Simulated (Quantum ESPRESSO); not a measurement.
**As in Quantum ESPRESSO: the effect of functional**

The system is As.

```xyz
1
Lattice="2.7037 0.0000 0.0000 0.0000 2.7037 0.0000 0.0000 0.0000 2.7037" Properties=species:S:1:pos:R:3 pbc="T T T"
As    1.3518    1.3518    1.3518
```

This isn't the form of As at room conditions, which is rhombohedral.

Alike in all runs:

| Quantity | Value |
| --- | --- |
| Program | Quantum ESPRESSO 7.5 |
| Task | phonons |
| Cutoff | 612 eV |
| Density cutoff | 4898 eV |
| k mesh | 10 × 10 × 10 |
| Occupations | cold, width 0.2 eV |
| Spin | no spin polarisation |

Each run relaxes the cell or the atoms first.

```tsv
functional	potentials or basis	relaxed volume (Å³/atom)	highest phonon frequency (cm⁻¹)
LDA	GBRV 1.5 LDA	19.16	102
PBE	GBRV 1.5 PBE	20.33	65
PBEsol	GBRV 1.5 PBEsol	19.49	94
AM05	GBRV 1.5 PBE	?	?
PW91	GBRV 1.5 PBE	20.38	56
WC	GBRV 1.5 PBE	19.64	92
vdW-DF-cx	GBRV 1.5 PBE	19.80	96
```

Problem. What does the run with functional AM05 give?

Solution. Relaxed volume 19.45 Å³/atom; highest phonon frequency 89 cm⁻¹.

Caveats: the mesh is thin for the phonons of a metal; the potentials were made for another functional, which shifts forces and pressure (some runs).
